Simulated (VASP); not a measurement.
# CdTe (F-43m) in VASP: a series of runs

The runs below take CdTe through relaxation of cell and atoms, with PBEsol, PBE.

Program: VASP 6.6.1. These are calculated values, not measurements. Logs are shortened: lines on timing, memory, paths and dates and some standing lists are left out, and cuts for length are marked.

### 1 The structure

Symmetry: F-43m, No. 216, cubic system. Conventional cell: a = 6.496 Å, b = 6.496 Å, c = 6.496 Å, α = 90.00°, β = 90.00°, γ = 90.00°. Around Cd (site symmetry -43m) lie 4 Te at 2.81 Å. Te (site symmetry -43m) has 4 Cd at 2.81 Å as nearest neighbours.

### 2 Relaxation of cell and atoms, PBEsol

Contents of INCAR:

```
ALGO = Normal ; EDIFF = 1E-7
EDIFFG = -0.005 ; ENCUT = 600
GGA = PS ; IBRION = 2
ISIF = 3 ; ISMEAR = 0
LASPH = T ; LCHARG = F
LREAL = F ; LWAVE = F
NELM = 80 ; NSW = 90
PREC = Accurate ; SIGMA = 0.03
```

Contents of KPOINTS:

```
k-points
0
Gamma
  8 8 8
```

Contents of POSCAR:

```
CdTe                                    
1.0
    0.0000000000      3.2477981882      3.2477981882
    3.2477981882      0.0000000000      3.2477981882
    3.2477981882      3.2477981882      0.0000000000
  Cd              Te            
     1     1
Direct
     0.0000000000000000    0.0000000000000000    0.0000000000000000
     0.2500000000000000    0.2500000000000000    0.2500000000000000
```

Potentials or basis: VASP PAW PBE potentials, release 64 (Cd, Te).

On the command line:

```bash
cat potpaw_PBE.64/Cd/POTCAR potpaw_PBE.64/Te/POTCAR > POTCAR
mpirun -np 1 vasp_std > vasp.out
```

OUTCAR:

```text
EDIFF = 1E-7
   EDIFFG = -0.005
   ENCUT = 600
   GGA = PS
   IBRION = 2
   ISIF = 3
   ISMEAR = 0
   LASPH = T
   LREAL = F
   NELM = 80
   NSW = 90
   PREC = Accurate

 ion  position               nearest neighbor table
   1  0.000  0.000  0.000-   2 2.81   2 2.81   2 2.81   2 2.81
   2  0.250  0.250  0.250-   1 2.81   1 2.81   1 2.81   1 2.81

  LATTYP: Found a face centered cubic cell.
 ALAT       =     6.4955963764

  Lattice vectors:

 A1 = (   0.0000000000,   3.2477981882,   3.2477981882)
 A2 = (   3.2477981882,   0.0000000000,   3.2477981882)
 A3 = (   3.2477981882,   3.2477981882,   0.0000000000)

Analysis of symmetry for initial positions (statically):
=====================================================================
 Subroutine PRICEL returns:
 Original cell was already a primitive cell.

 Routine SETGRP: Setting up the symmetry group for a
 face centered cubic supercell.

 Subroutine GETGRP returns: Found 24 space group operations
 (whereof 24 operations were pure point group operations)
 out of a pool of 48 trial point group operations.

The static configuration has the point symmetry T_d .

Analysis of symmetry for dynamics (positions and initial velocities):
=====================================================================
 Subroutine PRICEL returns:
 Original cell was already a primitive cell.

 Routine SETGRP: Setting up the symmetry group for a
 face centered cubic supercell.

 Subroutine GETGRP returns: Found 24 space group operations
 (whereof 24 operations were pure point group operations)
 out of a pool of 48 trial point group operations.

The dynamic configuration has the point symmetry T_d .

 Subroutine INISYM returns: Found 24 space group operations
 (whereof 24 operations are pure point group operations),
 and found     1 'primitive' translations

----------------------------------------------------------------------------------------

                                     Primitive cell

  volume of cell :      68.5168

  direct lattice vectors                    reciprocal lattice vectors
     0.000000000  3.247798188  3.247798188    -0.153950452  0.153950452  0.153950452
     3.247798188  0.000000000  3.247798188     0.153950452 -0.153950452  0.153950452
     3.247798188  3.247798188  0.000000000     0.153950452  0.153950452 -0.153950452

  length of vectors
     4.593080246  4.593080246  4.593080246     0.266650005  0.266650005  0.266650005

  position of ions in fractional coordinates (direct lattice)
     0.000000000  0.000000000  0.000000000
     0.250000000  0.250000000  0.250000000

  ion indices of the primitive-cell ions
   primitive index   ion index
                 1           1
                 2           2

----------------------------------------------------------------------------------------

 KPOINTS: k-points

Automatic generation of k-mesh.
 Grid dimensions read from file:
 generate k-points for:    8    8    8

 Generating k-lattice:

  Cartesian coordinates                     Fractional coordinates (reciprocal lattice)
    -0.019243807  0.019243807  0.019243807     0.125000000  0.000000000  0.000000000
     0.019243807 -0.019243807  0.019243807     0.000000000  0.125000000  0.000000000
     0.019243807  0.019243807 -0.019243807     0.000000000  0.000000000  0.125000000

  Length of vectors
     0.033331251  0.033331251  0.033331251

  Shift w.r.t. Gamma in fractional coordinates (k-lattice)
     0.000000000  0.000000000  0.000000000

 Subroutine IBZKPT returns following result:
 ===========================================

 Found     29 irreducible k-points:

 Following reciprocal coordinates:
            Coordinates               Weight
  0.000000  0.000000  0.000000      1.000000
  0.125000  0.000000  0.000000      8.000000
  0.250000  0.000000  0.000000      8.000000
  0.375000  0.000000  0.000000      8.000000
  0.500000  0.000000  0.000000      4.000000
  0.125000  0.125000  0.000000      6.000000
[... 16 lines left out ...]
  0.500000  0.250000  0.125000     48.000000
 -0.375000  0.250000  0.125000     24.000000
 [... further k-points ...]
   k-points           NKPTS =     29   k-points in BZ     NKDIM =     29   number of bands    NBANDS=     13
   number of dos      NEDOS =    301   number of ions     NIONS =      2
   total plane-waves  NPLWV =  64000
   dimension x,y,z NGX =    40 NGY =   40 NGZ =   40
   dimension x,y,z NGXF=    80 NGYF=   80 NGZF=   80
   ions per type =               1   1
   NGX,Y,Z   is equivalent  to a cutoff of  14.48, 14.48, 14.48 a.u.
   NGXF,Y,Z  is equivalent  to a cutoff of  28.96, 28.96, 28.96 a.u.
 SYSTEM =  unknown system
   PREC   = accura    normal or accurate (medium, high low for compatibility)
   ISTART =      0    job   : 0-new  1-cont  2-samecut
   ICHARG =      2    charge: 1-file 2-atom 10-const
   ISPIN  =      1    spin polarized calculation?
   LNONCOLLINEAR =      F non collinear calculations
   LSORBIT =      F    spin-orbit coupling
   LASPH  =      T    aspherical Exc in radial PAW
   ENCUT  =  600.0 eV  44.10 Ry    6.64 a.u.   9.17  9.17  9.17*2*pi/ulx,y,z
   NELM   =     80;   NELMIN=  2; NELMDL= -5     # of ELM steps
   EDIFF  = 0.1E-06   stopping-criterion for ELM
   LREAL  =      F    real-space projection
   EDIFFG = -.5E-02   stopping-criterion for IOM
   NSW    =     90    number of steps for IOM
   IBRION =      2    ionic relax: 0-MD 1-quasi-New 2-CG
   NFREE  =      1    steps in history (QN), initial steepest desc. (CG)
   ISIF   =      3    stress and relaxation
   ISYM   =      2    0-nonsym 1-usesym 2-fastsym
   POTIM  = 0.5000    time-step for ionic-motion
   TEBEG  =    0.0;   TEEND  =   0.0 temperature during run
   PSTRESS=    0.0 pullay stress
   NELECT =      18.0000    total number of electrons
   NUPDOWN=      -1.0000    fix difference up-down
   EMIN   =  10.00;   EMAX   =-10.00  energy-range for DOS
   EFERMI =   0.00;   METHOD = LEGACY
   ISMEAR =     0;   SIGMA  =   0.03  broadening in eV -4-tet -1-fermi 0-gaus
   EFERMI_NEDOS =   21; number of points for ismear=-14 and -15
   IALGO  =     38    algorithm
   IMIX   =      4    mixing-type and parameters
     AMIX     =   0.40;   BMIX     =  1.00
     AMIX_MAG =   1.60;   BMIX_MAG =  1.00
  volume/ion in A,a.u.               =      34.26       231.19
  Fermi-wavevector in a.u.,A,eV,Ry     =   1.048496  1.981369 14.957471  1.099343
  Thomas-Fermi vector in A             =   2.183420
   LORBIT       =      0    0 simple, 1 ext, 2 COOP (PROOUT), +10 PAW based schemes
   GGA     = PS    functional components
   LHFCALC =     F    Hartree Fock is set to
   AEXX    =    0.0000 exact exchange contribution
   IVDW    =     0    specifies the selected vdW correction
   LEPSILON=     F    determine dielectric tensor
   LRPA    =     F    only Hartree local field effects (RPA)
 conjugate gradient relaxation of ions
 non-spin polarized calculation
 Gauss-broadening in eV      SIGMA  =   0.03
  energy-cutoff  :      600.00
  volume of cell :       68.52
 maximum number of plane-waves:      2303
 NGX is ok and might be reduce to    40
   NGX = 19   NGY = 19   NGZ = 19

 number of electron      17.9999998 magnetization

 Free energy of the ion-electron system (eV)
  ---------------------------------------------------
  ext. energy  EPLUGINS =         0.00000000
  ---------------------------------------------------
  free energy    TOTEN  =        -5.48951773 eV

  energy without entropy =       -5.48951773  energy(sigma->0) =       -5.48951773

 E-fermi :   2.2763     XC(G=0):  -8.7515

 val. band max:        2.1496956691   @ k =   0.0000   0.0000   0.0000
 cond. band min:       2.7920660258   @ k =   0.0000   0.0000   0.0000
 fundamental gap:      0.6423703567
 Fermi energy:         2.2763351945

 k-point     1 :       0.0000    0.0000    0.0000
  band No.  band energies     occupation
      1      -9.0241      2.00000
      2      -6.0827      2.00000
      3      -6.0827      2.00000
      4      -6.0827      2.00000
      5      -5.8227      2.00000
      6      -5.8227      2.00000
      7       2.1497      2.00000
      8       2.1497      2.00000
      9       2.1497      2.00000
     10       2.7921      0.00000
     11       6.7008      0.00000
     12       6.7008      0.00000
     13       6.7008      0.00000

 k-point     2 :       0.1250    0.0000    0.0000
  band No.  band energies     occupation
      1      -8.9655      2.00000
      2      -6.0717      2.00000
      3      -6.0717      2.00000
      4      -6.0384      2.00000
      5      -5.8236      2.00000
      6      -5.8236      2.00000
      7       0.8960      2.00000
      8       2.0122      2.00000
      9       2.0122      2.00000
     10       3.7044      0.00000
     11       6.6637      0.00000
     12       6.9122      0.00000
     13       6.9122      0.00000

 k-point     3 :       0.2500    0.0000    0.0000
  band No.  band energies     occupation
      1      -8.8233      2.00000
      2      -6.0472      2.00000
      3      -6.0472      2.00000
      4      -5.8889      2.00000
      5      -5.8232      2.00000
      6      -5.8232      2.00000
      7      -0.5983      2.00000
      8       1.7214      2.00000
      9       1.7214      2.00000
     10       4.0478      0.00000
     11       7.2485      0.00000
     12       7.2485      0.00000
     13       7.4122      0.00000

 k-point     4 :       0.3750    0.0000    0.0000
  band No.  band energies     occupation
      1      -8.6818      2.00000
      2      -6.0267      2.00000
      3      -6.0267      2.00000
      4      -5.8179      2.00000
      5      -5.8179      2.00000
      6      -5.6400      2.00000
      7      -1.7906      2.00000
      8       1.4712      2.00000
      9       1.4712      2.00000
     10       3.9432      0.00000
     11       7.3151      0.00000
     12       7.3151      0.00000
     13       8.6863      0.00000

 k-point     5 :       0.5000    0.0000    0.0000
  band No.  band energies     occupation
      1      -8.6241      2.00000
      2      -6.0198      2.00000
      3      -6.0198      2.00000
      4      -5.8139      2.00000
      5      -5.8139      2.00000
      6      -5.4824      2.00000
      7      -2.2858      2.00000
      8       1.3761      2.00000
      9       1.3761      2.00000
     10       3.8762      0.00000
     11       7.2829      0.00000
     12       7.2829      0.00000
     13       9.0777      0.00000
[... 257 lines left out ...]
 k-point    22 :       0.3750    0.2500    0.1250
  band No.  band energies     occupation
      1      -8.7191      2.00000
      2      -6.0193      2.00000
      3      -6.0075      2.00000
      4      -5.8721      2.00000
      5      -5.8134      2.00000
      6      -5.7433      2.00000
      7      -0.9570      2.00000
      8       0.6561      2.00000
      9       1.3304      2.00000
     10       5.1989      0.00000
     11       6.0491      0.00000
     12       7.5602      0.00000
     13       8.3661      0.00000

 k-point    23 :       0.5000    0.2500    0.1250
  band No.  band energies     occupation
      1      -8.6084      2.00000
      2      -5.9999      2.00000
      3      -5.9898      2.00000
      4      -5.8508      2.00000
      5      -5.8131      2.00000
      6      -5.5244      2.00000
      7      -1.7331      2.00000
      8       0.1983      2.00000
      9       1.0300      2.00000
     10       5.3302      0.00000
     11       6.6263      0.00000
     12       7.5235      0.00000
     13       8.8036      0.00000

 k-point    24 :      -0.3750    0.2500    0.1250
  band No.  band energies     occupation
      1      -8.5636      2.00000
      2      -5.9949      2.00000
      3      -5.9824      2.00000
      4      -5.8386      2.00000
      5      -5.8174      2.00000
      6      -5.3892      2.00000
      7      -2.0970      2.00000
      8       0.0755      2.00000
      9       0.8827      2.00000
     10       5.3121      0.00000
     11       6.6619      0.00000
     12       8.0605      0.00000
     13       9.2331      0.00000

 [... further k-points ...]
[... 5 lines left out ...]
  --------------------------------------------------------------------------------------
  -------------------------------------------------------------------------------------
  Total        0.0011062      0.0011062      0.0011062      0.0000000     -0.0000000      0.0000000
  in kB        0.0258680      0.0258680      0.0258680      0.0000000     -0.0000000      0.0000000
  external PRESSURE =       0.0258680 kB  Pullay stress =       0.0000000 kB

 VOLUME and BASIS-vectors are now :
 -----------------------------------------------------------------------------
  energy-cutoff  :      600.00
  volume of cell :       68.52
      direct lattice vectors                 reciprocal lattice vectors
     0.000000000  3.247798188  3.247798188    -0.153950452  0.153950452  0.153950452
     3.247798188  0.000000000  3.247798188     0.153950452 -0.153950452  0.153950452
     3.247798188  3.247798188  0.000000000     0.153950452  0.153950452 -0.153950452

 POSITION                                       TOTAL-FORCE (eV/Angst)
 -----------------------------------------------------------------------------------
      0.00000      0.00000      0.00000        -0.000000      0.000000     -0.000000
      1.62390      1.62390      1.62390         0.000000     -0.000000      0.000000
 -----------------------------------------------------------------------------------
    total drift:                               -0.000000     -0.000000     -0.000000

  FREE ENERGIE OF THE ION-ELECTRON SYSTEM (eV)
  ---------------------------------------------------
  free  energy   TOTEN  =        -5.4895177273 eV

  energy  without entropy=       -5.4895177273  energy(sigma->0) =       -5.48951773

 reached required accuracy - stopping structural energy minimisation
```

Wall time 44 s (1 thread of Intel Xeon Platinum 8488C (Sapphire Rapids), shared host); peak memory 0.25 GiB.

Results:

```
Free energy             : -5.4895 eV
Pressure after relaxing : 0.0 GPa
Band gap on the k mesh  : 0.64 eV, direct
```

Final structure:
```
CELL_PARAMETERS angstrom
0.00000 3.24780 3.24780
3.24780 0.00000 3.24780
3.24780 3.24780 0.00000
ATOMIC_POSITIONS crystal
Cd 0.00000 0.00000 0.00000
Te 0.25000 0.25000 0.25000
```

Caveat: the relaxation stopped at its first step, so nothing moved; the PAW data sets were made with another functional, which shifts forces and pressure a little; spin-orbit coupling is left out, which moves the levels of the heavy elements. A hybrid or GW would open this gap; PBEsol tends to underestimate it.

### 3 Relaxation of cell and atoms, PBE

This run uses another cell than the first one, of 32.92 Å³/atom, 0.961 times its volume.

Contents of INCAR:

```
PREC = Accurate
ENCUT = 300
EDIFF = 1E-6
ISMEAR = 0
SIGMA = 0.03
LREAL = False
LASPH = True
NELM = 80
ALGO = Normal
ISIF = 3
LWAVE = False
LCHARG = False
GGA = PE
IBRION = 2
NSW = 90
EDIFFG = -0.01
```

Contents of KPOINTS:

```
Automatic mesh
0
Gamma
  4 4 4
```

Contents of POSCAR:

```
CdTe
1.0
    0.0000000000      3.2050000000      3.2050000000
    3.2050000000      0.0000000000      3.2050000000
    3.2050000000      3.2050000000      0.0000000000
Cd Te
1 1
Direct
    0.0000000000      0.0000000000      0.0000000000
    0.2500000000      0.2500000000      0.2500000000
```

Potentials or basis: VASP PAW PBE potentials, release 64 (Cd, Te).

On the command line:

```bash
cat potpaw_PBE.64/Cd/POTCAR potpaw_PBE.64/Te/POTCAR > POTCAR
mpirun -np 1 vasp_std > vasp.out
```

Wall time 13 s (1 thread of Intel Xeon Platinum 8488C (Sapphire Rapids), shared host); peak memory 0.15 GiB.

The run converged, but some of its settings lie outside the range that counts as converged, so its numbers aren't taken as properties of the crystal.

Results:

| Quantity | Value |
| --- | --- |
| Free energy | -4.7470 eV |
| Relaxed volume | 36.17 Å³/atom |
| Relaxed cell | a = 4.677 Å, b = 4.677 Å, c = 4.677 Å, α = 60.00°, β = 60.00°, γ = 60.00° |
| Space group after relaxing (to 0.05 Å) | F-43m (No. 216) |
| Energy gained by relaxing | 44.2 meV/atom |
| Ionic steps | 3 |
| Band gap on the k mesh | 0.57 eV, direct |

Caveat: the k mesh is coarse (spacing up to 0.42 Å⁻¹), so the values aren't converged; the cutoff is under 1.25 times the usual one of these potentials, so pressure, stress and relaxed cells hold a basis-set (Pulay) error; spin-orbit coupling is left out, which moves the levels of the heavy elements.
